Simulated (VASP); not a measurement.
# SrO (Fm-3m) in VASP: notebook

The runs below take SrO through single point, with PBE.

Program: VASP 6.6.1. These are calculated values, not measurements. Logs are shortened: lines on timing, memory, paths and dates and some standing lists are left out, and cuts for length are marked.

## (1) The structure

The structure is cubic, space group Fm-3m (No. 225). Conventional cell: a = 5.133 Å, b = 5.133 Å, c = 5.133 Å, α = 90.00°, β = 90.00°, γ = 90.00°. Sr (site symmetry m-3m) has 6 O at 2.57 Å as nearest neighbours. O (site symmetry m-3m) has 6 Sr at 2.57 Å as nearest neighbours.

## (2) Single point, PBE

INCAR reads:

```
SYSTEM = SrO
  PREC = Accurate
  ENCUT = 800
  EDIFF = 0.01
  ISMEAR = 0
  SIGMA = 0.05
  LREAL = .FALSE.
  LASPH = .TRUE.
  NELM = 100
  ALGO = Normal
  ISIF = 2
  LWAVE = .FALSE.
  LCHARG = .FALSE.
  GGA = PE
  ADDGRID = .FALSE.
```

KPOINTS reads:

```
Automatic mesh
0
G
  8 8 8
  0 0 0
```

POSCAR reads:

```
SrO
1.0
    0.0000000000      2.5663000000      2.5663000000
    2.5663000000      0.0000000000      2.5663000000
    2.5663000000      2.5663000000      0.0000000000
Sr O
1 1
Direct
    0.5000000000      0.5000000000      0.5000000000
    0.0000000000      0.0000000000      0.0000000000
```

Potentials or basis: VASP PAW PBE potentials, release 64 (Sr_sv, O_h).

The run is started by

```bash
> cat potpaw_PBE.64/Sr_sv/POTCAR potpaw_PBE.64/O_h/POTCAR > POTCAR
> mpirun -np 1 vasp_std > vasp.out
```

OUTCAR:

```text
SYSTEM = SrO
   PREC = Accurate
   ENCUT = 800
   EDIFF = 0.01
   ISMEAR = 0
   LREAL = .FALSE.
   LASPH = .TRUE.
   NELM = 100
   ISIF = 2
   GGA = PE

 Found     29 irreducible k-points:

 Following reciprocal coordinates:
            Coordinates               Weight
  0.000000  0.000000  0.000000      1.000000
  0.125000  0.000000  0.000000      8.000000
  0.250000  0.000000  0.000000      8.000000
  0.375000  0.000000  0.000000      8.000000
  0.500000  0.000000  0.000000      4.000000
  0.125000  0.125000  0.000000      6.000000
   k-points           NKPTS =     29   k-points in BZ     NKDIM =     29   number of bands    NBANDS=     12
   number of dos      NEDOS =    301   number of ions     NIONS =      2
   total plane-waves  NPLWV =  46656
   dimension x,y,z NGX =    36 NGY =   36 NGZ =   36
   dimension x,y,z NGXF=    72 NGYF=   72 NGZF=   72
   ions per type =               1   1
   NGX,Y,Z   is equivalent  to a cutoff of  16.49, 16.49, 16.49 a.u.
   NGXF,Y,Z  is equivalent  to a cutoff of  32.98, 32.98, 32.98 a.u.
 SYSTEM =  SrO
   PREC   = accura    normal or accurate (medium, high low for compatibility)
   ISTART =      0    job   : 0-new  1-cont  2-samecut
   ICHARG =      2    charge: 1-file 2-atom 10-const
   ISPIN  =      1    spin polarized calculation?
   LNONCOLLINEAR =      F non collinear calculations
   LSORBIT =      F    spin-orbit coupling
   LASPH  =      T    aspherical Exc in radial PAW
   ENCUT  =  800.0 eV  58.80 Ry    7.67 a.u.   8.37  8.37  8.37*2*pi/ulx,y,z
   NELM   =    100;   NELMIN=  2; NELMDL= -5     # of ELM steps
   EDIFF  = 0.1E-01   stopping-criterion for ELM
   LREAL  =      F    real-space projection
   EDIFFG = 0.1E+00   stopping-criterion for IOM
   NSW    =      0    number of steps for IOM
   IBRION =     -1    ionic relax: 0-MD 1-quasi-New 2-CG
   NFREE  =      0    steps in history (QN), initial steepest desc. (CG)
   ISIF   =      2    stress and relaxation
   ISYM   =      2    0-nonsym 1-usesym 2-fastsym
   POTIM  = 0.5000    time-step for ionic-motion
   TEBEG  =    0.0;   TEEND  =   0.0 temperature during run
   PSTRESS=    0.0 pullay stress
   NELECT =      16.0000    total number of electrons
   NUPDOWN=      -1.0000    fix difference up-down
   EMIN   =  10.00;   EMAX   =-10.00  energy-range for DOS
   EFERMI =   0.00;   METHOD = LEGACY
   ISMEAR =     0;   SIGMA  =   0.05  broadening in eV -4-tet -1-fermi 0-gaus
   EFERMI_NEDOS =   21; number of points for ismear=-14 and -15
   IALGO  =     38    algorithm
   IMIX   =      4    mixing-type and parameters
     AMIX     =   0.40;   BMIX     =  1.00
     AMIX_MAG =   1.60;   BMIX_MAG =  1.00
  volume/ion in A,a.u.               =      16.90       114.06
  Fermi-wavevector in a.u.,A,eV,Ry     =   1.275843  2.410995 22.147245  1.627777
  Thomas-Fermi vector in A             =   2.408533
   LORBIT       =      0    0 simple, 1 ext, 2 COOP (PROOUT), +10 PAW based schemes
   GGA     = PE    functional components
   LHFCALC =     F    Hartree Fock is set to
   AEXX    =    0.0000 exact exchange contribution
   IVDW    =     0    specifies the selected vdW correction
   LEPSILON=     F    determine dielectric tensor
   LRPA    =     F    only Hartree local field effects (RPA)
 non-spin polarized calculation
 Gauss-broadening in eV      SIGMA  =   0.05
  energy-cutoff  :      800.00
  volume of cell :       33.80
 maximum number of plane-waves:      1807
 NGX is ok and might be reduce to    36
   NGX = 17   NGY = 17   NGZ = 17

 number of electron      16.0000002 magnetization

 Free energy of the ion-electron system (eV)
  ---------------------------------------------------
  ext. energy  EPLUGINS =         0.00000000
  ---------------------------------------------------
  free energy    TOTEN  =       -12.04012482 eV

  energy without entropy =      -12.04012482  energy(sigma->0) =      -12.04012482

 E-fermi :   2.1816     XC(G=0): -10.0713

 val. band max:        1.9179047677   @ k =   0.0000   0.0000   0.0000
 cond. band min:       5.1502676738   @ k =   0.5000   0.5000   0.0000
 fundamental gap:      3.2323629061
 Fermi energy:         2.1815848131

 k-point     1 :       0.0000    0.0000    0.0000
  band No.  band energies     occupation
      1     -30.4729      2.00000
      2     -13.1843      2.00000
      3     -12.1026      2.00000
      4     -12.1026      2.00000
      5     -12.1026      2.00000
      6       1.9179      2.00000
      7       1.9179      2.00000
      8       1.9179      2.00000
      9       5.9043      0.00000
     10       8.1268      0.00000
     11       8.1268      0.00000
     12       8.1268      0.00000

 k-point     2 :       0.1250    0.0000    0.0000
  band No.  band energies     occupation
      1     -30.4525      2.00000
      2     -13.5544      2.00000
      3     -12.1150      2.00000
      4     -12.1150      2.00000
      5     -11.7824      2.00000
      6       1.4640      2.00000
      7       1.7206      2.00000
      8       1.7207      2.00000
      9       6.6056      0.00000
     10       7.9731      0.00000
     11       8.4343      0.00000
     12       8.4343      0.00000

 k-point     3 :       0.2500    0.0000    0.0000
  band No.  band energies     occupation
      1     -30.4028      2.00000
      2     -14.1321      2.00000
      3     -12.1445      2.00000
      4     -12.1445      2.00000
      5     -11.3260      2.00000
      6       0.6327      2.00000
      7       1.2907      2.00000
      8       1.2908      2.00000
      9       7.8990      0.00000
     10       8.1547      0.00000
     11       9.2687      0.00000
     12       9.2688      0.00000

 k-point     4 :       0.3750    0.0000    0.0000
  band No.  band energies     occupation
      1     -30.3524      2.00000
      2     -14.5636      2.00000
      3     -12.1734      2.00000
      4     -12.1734      2.00000
      5     -11.0159      2.00000
      6      -0.0242      2.00000
      7       0.9156      2.00000
      8       0.9156      2.00000
      9       8.2301      0.00000
     10       9.6746      0.00000
     11      10.2870      0.00000
     12      10.2870      0.00000

 k-point     5 :       0.5000    0.0000    0.0000
  band No.  band energies     occupation
      1     -30.3313      2.00000
      2     -14.7210      2.00000
      3     -12.1853      2.00000
      4     -12.1853      2.00000
      5     -10.9087      2.00000
      6      -0.2677      2.00000
      7       0.7727      2.00000
      8       0.7727      2.00000
      9       8.4678      0.00000
     10      10.3756      0.00000
     11      10.7820      0.00000
     12      10.7820      0.00000

 k-point     6 :       0.1250    0.1250    0.0000
  band No.  band energies     occupation
      1     -30.4458      2.00000
      2     -13.5891      2.00000
      3     -12.1581      2.00000
      4     -12.1581      2.00000
      5     -11.7085      2.00000
      6       1.1529      2.00000
      7       1.8497      2.00000
      8       1.8498      2.00000
      9       6.6709      0.00000
     10       7.4361      0.00000
     11       8.7870      0.00000
     12       8.7870      0.00000

 [... further k-points ...]
[... 5 lines left out ...]
  --------------------------------------------------------------------------------------
  -------------------------------------------------------------------------------------
  Total        0.6120296      0.6120296      0.6120296     -0.0000000     -0.0000000      0.0000000
  in kB       29.0088636     29.0088636     29.0088636     -0.0000000     -0.0000000      0.0000000
  external PRESSURE =      29.0088636 kB  Pullay stress =       0.0000000 kB

 VOLUME and BASIS-vectors are now :
 -----------------------------------------------------------------------------
  energy-cutoff  :      800.00
  volume of cell :       33.80
      direct lattice vectors                 reciprocal lattice vectors
     0.000000000  2.566300000  2.566300000    -0.194833028  0.194833028  0.194833028
     2.566300000  0.000000000  2.566300000     0.194833028 -0.194833028  0.194833028
     2.566300000  2.566300000  0.000000000     0.194833028  0.194833028 -0.194833028

 POSITION                                       TOTAL-FORCE (eV/Angst)
 -----------------------------------------------------------------------------------
      2.56630      2.56630      2.56630        -0.000000     -0.000000     -0.000000
      0.00000      0.00000      0.00000         0.000000      0.000000      0.000000
 -----------------------------------------------------------------------------------
    total drift:                                0.000000      0.000000      0.000000

  FREE ENERGIE OF THE ION-ELECTRON SYSTEM (eV)
  ---------------------------------------------------
  free  energy   TOTEN  =       -12.0401248205 eV

  energy  without entropy=      -12.0401248205  energy(sigma->0) =      -12.04012482
```

It took 31 s on 1 thread of Intel Xeon Platinum 8375C at 2.90GHz (Ice Lake), shared host; peak memory 0.21 GiB.

The run converged, but some of its settings lie outside the range that counts as converged, so its numbers aren't taken as properties of the crystal.

Results:

```
Free energy            : -12.0401 eV
Band gap on the k mesh : 3.23 eV, indirect (least direct gap 3.32 eV)
```

Caveat: the cutoff is under 1.25 times the usual one of these potentials, so pressure, stress and relaxed cells hold a basis-set (Pulay) error.

## (3) Single point, PBE

Edit INCAR of step 2 so:

```diff
@@ -3,3 +3,3 @@
   ENCUT = 800
-  EDIFF = 0.01
+  EDIFF = 0.001
   ISMEAR = 0
```

KPOINTS is that of step 2.

POSCAR is that of step 2.

Potentials or basis: VASP PAW PBE potentials, release 64 (Sr_sv, O_h).

The run is started by

```bash
> cat potpaw_PBE.64/Sr_sv/POTCAR potpaw_PBE.64/O_h/POTCAR > POTCAR
> mpirun -np 1 vasp_std > vasp.out
```

It took 35 s on 1 thread of Intel Xeon Platinum 8375C at 2.90GHz (Ice Lake), shared host; peak memory 0.21 GiB.

These settings aren't checked as converged: the numbers below hold their error.

What came out:

```
Free energy            : -12.0410 eV
Band gap on the k mesh : 3.25 eV, indirect (least direct gap 3.33 eV)
```

Caveat: the cutoff is under 1.25 times the usual one of these potentials, so pressure, stress and relaxed cells hold a basis-set (Pulay) error.

## (4) Single point, PBE

Edit INCAR of step 3 so:

```diff
@@ -3,3 +3,3 @@
   ENCUT = 800
-  EDIFF = 0.001
+  EDIFF = 1E-4
   ISMEAR = 0
```

KPOINTS is that of step 3.

POSCAR is that of step 3.

The run is started by

```bash
> cat potpaw_PBE.64/Sr_sv/POTCAR potpaw_PBE.64/O_h/POTCAR > POTCAR
> mpirun -np 1 vasp_std > vasp.out
```

Wall time 44 s (1 thread of Intel Xeon Platinum 8375C at 2.90GHz (Ice Lake), shared host); peak memory 0.21 GiB.

These settings aren't checked as converged: the numbers below hold their error.

Results:

- Free energy: -12.0412 eV
- Band gap on the k mesh: 3.27 eV, indirect (least direct gap 3.35 eV)

Caveat: the cutoff is under 1.25 times the usual one of these potentials, so pressure, stress and relaxed cells hold a basis-set (Pulay) error.

## (5) For comparison

An earlier run on the cell as given: functional PBEsol; potentials or basis VASP PAW PBE potentials, release 64 (Sr_sv, O); cutoff 520 eV; k mesh 9 × 9 × 9; occupations fermi-dirac, width 0.05 eV; no spin polarisation.

- Pressure: 0.1 GPa
- Band gap on the k mesh: 3.21 eV, indirect (least direct gap 3.30 eV)
